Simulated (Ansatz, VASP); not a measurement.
W: VASP beside Ansatz

```
W
1.0
    -1.57716    1.57716    1.57716
     1.57716   -1.57716    1.57716
     1.57716    1.57716   -1.57716
W
1
Direct
  0.00000 0.00000 0.00000
```

Alike in both runs: task single point; functional RPBE; k mesh 23 × 23 × 23; occupations fermi-dirac, width 0.1 eV; no spin polarisation.

```csv
,VASP,Ansatz
version,VASP 6.6.1,Ansatz 0.2.0
potentials or method,"VASP PAW PBE potentials, release 64 (W_sv)","plane waves (420 eV) with PAW, scalar-relativistic"
plane-wave cutoff (eV),520,420
valence electrons in the cell,14,14
```

Ansatz gave:

```
pressure (GPa) : 12.8
```

Task: Estimate VASP's values.

Result: Pressure (GPa): 13.4.

Caveats: the PAW data sets were made with another functional, which shifts forces and pressure a little (VASP). The runs have no spin-orbit coupling, so splittings on W are missing.
